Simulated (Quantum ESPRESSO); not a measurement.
**Nb4C3: energy against volume and a worked fit**

Space group Pm-3m (No. 221). a = 4.471 Å, b = 4.471 Å, c = 4.471 Å, α = 90.00°, β = 90.00°, γ = 90.00°
| atom | site | symmetry | x | y | z |
| --- | --- | --- | --- | --- | --- |
| Nb | 1b | m-3m | 0.5000 | 0.5000 | 0.5000 |
| Nb | 3d | 4/mm.m | 0.5000 | 0.0000 | 0.0000 |
| C | 3c | 4/mm.m | 0.0000 | 0.5000 | 0.5000 |

The cell comes from a database or a generator and needn't be the stable form of this composition.

The cell was scaled at fixed shape and fractions and run with Quantum ESPRESSO, GBRV 1.5 PBEsol, cutoff 612 eV; PBEsol, k mesh 6 × 6 × 6 on the cell of 7 atoms, fermi-dirac occupations of 0.05 eV, no spin polarisation, no spin-orbit coupling. Energies are those that the program minimises, any entropy of the smearing included. For a metal such a mesh isn't converged to the digits shown.

```tsv
V (Å³/atom)	energy over the lowest row (meV/atom)
11.9998	5.96
12.2552	0.00
12.5105	?
12.7658	15.96
13.0211	35.91
13.2764	62.81
13.5317	95.94
```

**Question.** Fit the third-order Birch-Murnaghan form, give V0, B0 and B′, and predict the energy left open.

**Answer.** With y = (V0/V)^(2/3), E = E0 + (9 V0 B0/16) [(y - 1)³ B′ + (y - 1)² (6 - 4y)]. Least squares through the rows shown give V0 = 12.2810 Å³/atom, E0 = -0.03 meV, B0 = 286.2 GPa (1 eV/Å³ = 160.218 GPa) and B′ = 4.25, with a largest miss of 0.02 meV. At V = 12.5105 the form with these constants gives 3.68 meV; the run gave 3.68 meV an atom.
